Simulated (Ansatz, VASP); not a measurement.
# Cross-check of TlNiF3 between VASP and Ansatz

Wanted: the spread between two codes on one cell, functional and k mesh. The two relaxations start from unlike cells of this crystal (the structure described is Ansatz's start), so only their ends are compared.

Main program and level: Ansatz 0.2.0; plane waves, with VASP 6.6.1 beside it; relaxation of cell and atoms at BLYP and relaxation of cell and atoms at LDA, DFT+U.

### Step 1. Set-up

The structure is cubic, space group Pm-3m (No. 221). The conventional cell has a = 4.087 Å, b = 4.087 Å, c = 4.087 Å, α = 90.00°, β = 90.00°, γ = 90.00°. Nearest to Tl lie 12 F at 2.89 Å. Ni has 6 F at 2.04 Å nearest. Nearest to F lie 2 Ni at 2.04 Å. Farther neighbours and most contacts between anions are not listed.

### Step 2. Ansatz: relaxation of cell and atoms, BLYP

Ansatz runs on its default PAW (the set named soft_2) files.

The relaxed volume is the usual yardstick between codes: in a stiff, nearly cubic crystal its relative difference is about their pressure difference at one cell divided by the bulk modulus.

input.yaml reads:

```yaml
crystal:
  lattice:
    - [4.0873575233, 0.0, 0.0]
    - [0.0, 4.0873575233, 0.0]
    - [0.0, 0.0, 4.0873575233]
  atoms:
    - { symbol: Tl, position: [0.5, 0.5, 0.5] }
    - { symbol: Ni, position: [0.0, 0.0, 0.0], spin: 2.0 }
    - { symbol: F, position: [0.5, 0.0, 0.0] }
    - { symbol: F, position: [0.0, 0.5, 0.0] }
    - { symbol: F, position: [0.0, 0.0, 0.5] }
kpoints:
  mp_grid: { grid: [6, 6, 6] }
hamiltonian:
  xc: blyp
scf:
  occupations: { method: gaussian, width: 0.02 }
output:
  forces: true
  stress: true
  eigenvalues: true
  populations: true
magnetization:
  spin_polarized: true
relax:
  adjacent_minimum: "off"
  f_tol: 0.005
  max_steps: 60
  cell: { stress_tol: 0.03 }
```

Started as:

```sh
> ansatz run input.yaml --threads 4 --pin off --max-ram 16384MiB --backend cpu --events-out ev --progress --plain --runs-dir out
```

Numbers of over 12 decimals in the logs are rounded to 6 here.

Log:

```text
Engine: ansatz 0.2.0, aarch64-unknown-linux-gnu
Pseudopotentials: kind: paw
Pseudopotential: Tl, paw, valence charge 13, recommended cutoff 420 eV (normal), Tl.paw.azcp
Pseudopotential: Ni, paw, valence charge 18, recommended cutoff 420 eV (normal), Ni.paw.azcp
Pseudopotential: F, paw, valence charge 7, recommended cutoff 420 eV (normal), F.paw.azcp
Functional definition: BLYP
  parameter beta = 0.0042
  parameter a = 0.04918
  parameter b = 0.132
  parameter c = 0.2533
  parameter d = 0.349
  exchange = b88_x(beta = beta)
  correlation = lyp_c(a = a, b = b, c = c, d = d)
Crystal: 5 atoms, lattice volume = 68.285 Å³
Basis set: ecut = 420 eV, 1357 PW (Γ), exchange–correlation on 60×60×60 points (8 copies of the dense FFT grid, shifted against one another)
Bands: 33, of which v1, the nominal top of the filled ones, is band 26 counted from 1 (25 counted from 0)
Symmetry: 48 space group operations
Space group: Pm-3m (ITA 221), of the structure as read, at distance tolerance 4.1e-5 Å
Magnetic group: BNS 221.92 (UNI 1594), of the structure as read, at distance tolerance 4.1e-5 Å
k-points: 20 of 216
Non-local potential: Tl, projectors of the file, l = 0: 2, l = 1: 2, l = 2: 2, l = 3: 1
Non-local potential: Ni, projectors of the file, l = 0: 3, l = 1: 2, l = 2: 3, l = 3: 1
Non-local potential: F, projectors of the file, l = 0: 2, l = 1: 2, l = 2: 1
PAW form: soft (Blöchl's): semilocal exchange-correlation on the pseudo side does not see the compensation charge
PAW frozen core: Tl, regenerated for the run's functional, and the local potential with it (the file was generated under x = pbe(κ = 0.804, μ = 0.219515), c = pbe(β = 0.066725))
PAW frozen core: Ni, regenerated for the run's functional, and the local potential with it (the file was generated under x = pbe(κ = 0.804, μ = 0.219515), c = pbe(β = 0.066725))
PAW frozen core: F, regenerated for the run's functional, and the local potential with it (the file was generated under x = pbe(κ = 0.804, μ = 0.219515), c = pbe(β = 0.066725))
PAW one-centre angular grid: Tl, 590 points (default); XC on 64 Gauss nodes
PAW one-centre angular grid: Ni, 590 points (default); XC on 64 Gauss nodes
PAW one-centre angular grid: F, 110 points (default); XC on 64 Gauss nodes
Initial density: superposition of atomic densities (chi_scale 0.1, normalization cell, long waves kept (reshape's long-wave potential 0.05 eV rms))
Starting moments: Σ|m| = 2 μB on 1 of 5 sites
Initial wavefunctions: pseudopotential atomic-orbital guess
Functional: x = b88, c = lyp
SCF iter   1: F=—  HF=-19759.102457 eV  |F-HF|=—  |Δ(HF+E_count)|=         —  Δρ=2.15e-1 (↑1.08e-1 ↓2.15e-1)  dr2=5.34e1  dr2_m=2.64e0  M=1.240 μB ∫|m|=1.244 μB  β_m=0.30  ethr=3.10e-3  ⟨swp⟩=6.8  Hψ=5362  notcnv=0
Mixer restart at iter 1: flushing history
preconditioner: auto → Kerker (q_TF=auto, 2.607 Å⁻¹)  [metal: Δε(μ)=0.019 eV  Ē_g=14.472 eV  σ=0.020 eV  W_gap=0.46  n_scr=18 (ndim 8)  ℏωp=29.8 eV  f_vac=0.000  D(μ)=7.42/eV (n_scr^D=92)]
spin=Collinear: Kerker preconditioning applied to the charge; magnetization (m = ρ↑ − ρ↓) channel mixes plain (no charge-response kernel on spin).
SCF iter   2: F=—  HF=-19754.619068 eV  |F-HF|=—  |Δ(HF+E_count)|=    4.48e0  Δρ=5.38e-2 (↑2.95e-2 ↓5.38e-2)  dr2=4.25e0  dr2_m=2.52e-1  M=1.740 μB ∫|m|=1.752 μB  β_m=0.33  ethr=3.10e-3  ⟨swp⟩=3.6  Hψ=3374  notcnv=0  defer=88
preconditioner: auto → Resta (q_TF=auto, 2.607 Å⁻¹)  ε∞=5.1  [insulator: Δε(μ)=0.028 eV  Ē_g=14.793 eV  σ=0.020 eV  W_gap=0.68  n_scr=18 (ndim 8)  ℏωp=29.8 eV  f_vac=0.000  D(μ)=3.50/eV (n_scr^D=26)  ε∞_Penn≈5.1]
spin=Collinear: Resta preconditioning applied to the charge; magnetization (m = ρ↑ − ρ↓) channel mixes plain (no charge-response kernel on spin).
SCF iter   3: F=—  HF=-19753.805549 eV  |F-HF|=—  |Δ(HF+E_count)|=   8.14e-1  Δρ=3.36e-2 (↑2.15e-2 ↓3.36e-2)  dr2=1.51e0  dr2_m=1.47e-1  M=1.843 μB ∫|m|=1.860 μB  β_m=0.56  ethr=3.10e-3  ⟨swp⟩=2.5  Hψ=2533  notcnv=0  defer=86
SCF iter   4: F=—  HF=-19753.429199 eV  |F-HF|=—  |Δ(HF+E_count)|=   3.76e-1  Δρ=2.30e-2 (↑6.75e-3 ↓2.30e-2)  dr2=2.52e-1  dr2_m=6.98e-2  M=2.000 μB ∫|m|=2.029 μB  β_m=0.60  ethr=2.91e-3  ⟨swp⟩=2.2  Hψ=2541  notcnv=0  defer=86
SCF iter   5: F=—  HF=-19753.401412 eV  |F-HF|=—  |Δ(HF+E_count)|=         —  Δρ=1.10e-2 (↑3.36e-3 ↓1.10e-2)  dr2=7.87e-2  dr2_m=1.78e-2  M=2.000 μB ∫|m|=2.030 μB  β_m=0.60  ethr=4.84e-4  ⟨swp⟩=2.1  Hψ=2093  notcnv=0  defer=84
Mixer restart at iter 5: flushing history
SCF iter   6: F=—  HF=-19753.412375 eV  |F-HF|=—  |Δ(HF+E_count)|=   1.10e-2  Δρ=3.29e-3 (↑3.29e-3 ↓2.41e-3)  dr2=9.87e-3  dr2_m=3.29e-3  M=2.000 μB ∫|m|=2.030 μB  β_m=0.69  ethr=1.51e-4  ⟨swp⟩=2.5  Hψ=2138  notcnv=0  defer=84
[...]
Crystal: 5 atoms, lattice volume = 74.743 Å³
iter 1 solved again at ethr=5.74e-9 eV; its pass at ethr=3.10e-3 eV (dr2=2.98e-6 eV) is discarded
SCF iter   1: F=—  HF=-19753.549529 eV  |F-HF|=—  |Δ(HF+E_count)|=         —  Δρ=3.51e-5 (↑3.29e-5 ↓3.51e-5)  dr2=3.57e-6  dr2_m=9.22e-8  M=2.000 μB ∫|m|=2.031 μB  β_m=0.65  ethr=5.74e-9  ⟨swp⟩=2.0  Hψ=5961  notcnv=0
[...]
SCF 9 converged in 6 iterations: F = -19753.549530 eV  dr2 = 4.42e-10
relax step   9: F+E_penalty+E_count = -19753.54952951 eV  Δ(F+E_penalty+E_count) = +1.486e-4 eV  max|allowed force component| = 3.403e-29 eV/Å  Δτ_max = 0.0000 Å  P = +0.001 GPa  Ω = 74.743 Å³  energy of the carried Pulay correction = -1.534e-4 eV  (6 SCF iters, dr2 threshold 3.66e-9 eV, accepted)
iter 1 solved again at ethr=9.76e-8 eV; its pass at ethr=3.10e-3 eV (dr2=5.07e-5 eV) is discarded
SCF iter   1: F=—  HF=-19753.549537 eV  |F-HF|=—  |Δ(HF+E_count)|=         —  Δρ=6.25e-7 (↑3.29e-7 ↓6.25e-7)  dr2=3.69e-10  dr2_m=4.51e-11  M=2.000 μB ∫|m|=2.031 μB  β_m=0.65  ethr=9.76e-8  ⟨swp⟩=3.0  Hψ=8997  notcnv=0
eigensolver tolerance schedule: the retry pair's looser diagonalisation over-reported the residual by 137662.19 of it (diagonalisation noise at an unbounded share of the residual, at the tolerance the schedule requests for it); recorded, not acted on — ethr = c·dr2/N_el stays at c = 1.0e-1
spin=Collinear: Resta preconditioning applied to the charge; magnetization (m = ρ↑ − ρ↓) channel mixes plain (no charge-response kernel on spin).
SCF iter   2: F=—  HF=-19753.549530 eV  |F-HF|=—  |Δ(HF+E_count)|=   7.19e-6  Δρ=2.66e-7 (↑2.36e-7 ↓2.66e-7)  dr2=1.01e-10  dr2_m=1.96e-12  M=2.000 μB ∫|m|=2.031 μB  β_m=0.41  ethr=1.00e-12  ⟨swp⟩=3.0  Hψ=3341  notcnv=0
SCF iter   3: F=—  HF=-19753.549530 eV  |F-HF|=—  |Δ(HF+E_count)|=  5.09e-11  Δρ=1.29e-7 (↑1.23e-7 ↓1.29e-7)  dr2=3.33e-11  dr2_m=3.25e-13  M=2.000 μB ∫|m|=2.031 μB  β_m=0.59  ethr=1.00e-12  ⟨swp⟩=2.0  Hψ=1487  notcnv=0
SCF iter   4: F=—  HF=-19753.549530 eV  |F-HF|=—  |Δ(HF+E_count)|=  1.82e-11  Δρ=5.53e-8 (↑4.97e-8 ↓5.53e-8)  dr2=5.98e-12  dr2_m=3.15e-13  M=2.000 μB ∫|m|=2.031 μB  β_m=0.71  ethr=1.00e-12  ⟨swp⟩=1.0  Hψ=1320  notcnv=0
SCF iter   5: F=-19753.549530 eV  HF=-19753.549530 eV  |F-HF|=0.00e0  |Δ(HF+E_count)|=  1.09e-11  Δρ=3.85e-8 (↑2.23e-8 ↓3.85e-8)  dr2=6.64e-13  dr2_m=4.10e-13  M=2.000 μB ∫|m|=2.031 μB  ethr=1.00e-12  ⟨swp⟩=3.0  Hψ=4876  notcnv=0
SCF 10 converged in 5 iterations: F = -19753.549530 eV  dr2 = 6.64e-13
relax step  10: F+E_penalty+E_count = -19753.54952951 eV  Δ(F+E_penalty+E_count) = -2.110e-10 eV  max|allowed force component| = 1.073e-28 eV/Å  Δτ_max = 0.0000 Å  P = +0.002 GPa  Ω = 74.743 Å³  stress off target by 1.64e-3 GPa  SCF on the basis re-selected at this cell (its energy is not comparable with the rows above)  (5 SCF iters)
basis re-selected at this cell: Δ(F+E_penalty+E_count) = -2.110e-10 eV, ΔP = +0.001 GPa vs the last step (what re-selecting the basis moved, of the pressure what is left beyond the Pulay correction that the steps carried, after the strain that the cell walked since its last selection, with what the two solves' SCF thresholds leave and, on support functions, any second-order correction that the steps lacked; it is no  [...]
SCF converged after 5 iterations
Magnetization: 2.0000 μB (27.0000 up, 25.0000 down)
Absolute magnetization: 2.0300 μB (∫|ρ↑−ρ↓|, with the PAW one-centre terms)
Spin contamination: 0.0015 ħ² per cell (⟨S²⟩ above its minimum at these occupations)
Per-site moments (μB) at R_I (Å): [(-0.000863973, 1.228665), (1.699713, 0.868797), (0.080443, 0.868797), (0.080443, 0.868797), (0.080443, 0.868797)]
Free energy (F): -19753.549530 eV
Harris-Foulkes:  -19753.549530 eV  (|F-HF|=0.00e0)
Internal energy: -19753.549530 eV  (E = F + TS)
E sigma→0 (E₀):  -19753.549530 eV
Fermi energy:    6.572651 eV
--- Per-component energies (eV) ---
  E_band       = -556.748264
  E_kinetic    = 1219.977520
  E_local      = -7491.950001  (includes V_loc(G=0)·N_el)
  E_nonlocal   = 1177.400749
  E_hartree    = 3038.250099
  E_xc         = -545.626283
  E_vxc        = -545.068357  (∫ρ·V_xc dr)
  E_paw        = -12445.967150  (= ΣΔE_a)
  E_vpaw       = -993.614876  (= ΣTr[D̂ρ^β])
  E_aug_tail   = 0.006549  (compensation charges beyond the density's cutoff)
  E_ewald      = -4705.508853
  E_core_change = -0.132160  (= ΣΔE_core)
  E_smearing   = -0.000000  (= −TS)
  E_closure    = -0.000000  (closes the sum)
  Σ components = -19753.549530   (vs F -19753.549530, Δ=0.00e0)
--- Forces (eV/Å), atoms counted from 1 ---
  atom   1  Tl    -0.00000000    -0.00000000     0.00000000
  atom   2  Ni     0.00000000    -0.00000000     0.00000000
  atom   3  F      0.00000000    -0.00000000     0.00000000
  atom   4  F     -0.00000000    -0.00000000     0.00000000
  atom   5  F     -0.00000000    -0.00000000    -0.00000000
  max |Σ_I F_I| component: 2.21e-28 eV/Å
--- Stress (GPa, compression-positive) ---
        0.001643       0.000000      -0.000000
        0.000000       0.001643      -0.000000
       -0.000000      -0.000000       0.001643
  P = ⅓ Tr σ = 0.0016 GPa (0.016 kbar)
--- Band table (eV; the first three rows and the last of 40) ---
  k-point 0 ↑: bands = [... 22 lower, 3.7702, 3.7702, 4.4267, 4.4267, 4.4267, 11.3765, 14.1212, 14.1212, ... 3 higher]
  k-point 1 ↑: bands = [... 22 lower, 3.8582, 4.4261, 4.4468, 4.6138, 4.6138, 11.3394, 13.4711, 14.0529, ... 3 higher]
  k-point 2 ↑: bands = [... 22 lower, 4.4251, 4.5624, 4.8797, 4.8797, 5.1643, 10.5575, 13.6133, 13.9119, ... 3 higher]
  k-point 19 ↓: bands = [... 22 lower, 6.0083, 6.0083, 6.0083, 8.5189, 8.5189, 12.7515, 12.7515, 12.7515, ... 3 higher]
--- Relaxed structure (7 steps of the walk, 7 accepted, 3 SCFs on fresh bases) ---
  F+E_penalty+E_count = -19753.54952951 eV   max|allowed force component| = 1.073e-28 eV/Å   (the final SCF, on the basis selected at the relaxed cell)
  cell:  # Å, volume = 74.7435 Å³
    - [4.212350, 0, 0]
    - [0, 4.212350, 0]
    - [0, 0, 4.212350]
  atoms:
    - { symbol: Tl, position: [0.500000, 0.500000, 0.500000] }
    - { symbol: Ni, position: [0, 0, 0] }
    - { symbol: F, position: [0.500000, 0, 0] }
    - { symbol: F, position: [0, 0.500000, 0] }
    - { symbol: F, position: [0, 0, 0.500000] }
--- Löwdin populations: 5 sites ---
  site symbol       q [e]    m [muB]
     0     Tl     12.5237    -0.0025
     1     Ni     16.6469     1.7164
     2      F      7.5698     0.0945
     3      F      7.5698     0.0945
     4      F      7.5698     0.0945
  spilling = 0.002311 (of n_electrons = 52.000000)
```

[end of part 1 of 2]

[Lines on the potential files, build, host, timing and source positions are cut from VASP's logs without a mark.]

[Logs are printed without paths, hosts, clocks, repeated set-up lines and the standing remarks that a program may print on its own settings, such as how far it seeks lower states.]

[Hosts, paths, dates, database ids (printed as entryN), source tags and the programs' standing remarks are cut or masked in the printed files.]
